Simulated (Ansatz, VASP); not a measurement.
**Two plane-wave programs on AlN**

Contents of INCAR:

```
SYSTEM = AlN
PREC = Accurate
ENCUT = 520
EDIFF = 1E-7
ISMEAR = 0
SIGMA = 0.05
LREAL = .FALSE.
LASPH = .TRUE.
NELM = 60
ALGO = Normal
ISIF = 2
LWAVE = .FALSE.
LCHARG = .FALSE.
GGA = PE
NBANDS = 11
```

KPOINTS

```
regular mesh
0
G
  10 10 10
  0 0 0
```

Contents of POSCAR:

```
AlN
1.0
    0.0000000000      2.1355394912      2.2676347174
    2.1355394912      0.0000000000      2.2676347174
    2.1355394912      2.1355394912      0.0000000000
Al N
1 1
Direct
    0.0000000000      0.0000000000      0.0000000000
    0.7500000000      0.7500000000      0.7500000000
```

Input for Ansatz:

```yaml
crystal:
  lattice:
    - [0.0, 2.1355394912, 2.2676347174]
    - [2.1355394912, 0.0, 2.2676347174]
    - [2.1355394912, 2.1355394912, 0.0]
  atoms:
    - { symbol: Al, position: [0.0, 0.0, 0.0] }
    - { symbol: "N", position: [0.75, 0.75, 0.75] }
basis:
  ecutwfc: 420
kpoints:
  mp_grid: { grid: [10, 10, 10] }
hamiltonian:
  xc: pbe
scf:
  occupations: { method: gaussian, width: 0.05 }
output:
  forces: true
  stress: true
  eigenvalues: true
```

Change from the starting cell: strain -0.030 along x and y, +0.030 along z, atoms carried along.

Alike in both runs: task single point; functional PBE; k mesh 10 × 10 × 10; occupations gaussian, width 0.05 eV; no spin polarisation.

|  | VASP | Ansatz |
| --- | --- | --- |
| version | VASP 6.6.1 | Ansatz 0.2.0 |
| potentials or method | VASP PAW PBE potentials, release 64 (Al, N) | scalar-relativistic, plane waves, PAW |
| plane-wave cutoff (eV) | 520 | 420 |
| valence electrons in the cell | 8 | 8 |

Ansatz gave:

```
gap on the k mesh at the Fermi level (eV)       : 3.13
least direct gap on the mesh (eV)               : 4.13
pressure (GPa)                                  : 6.1
largest component of the traceless stress (GPa) : 6.30
```

Q: What did VASP give for the same quantities?

A: gap on the k mesh at the Fermi level (eV): 3.12; least direct gap on the mesh (eV): 4.14; pressure (GPa): 5.9; largest component of the traceless stress (GPa): 6.34.

A k mesh can miss the band edges.
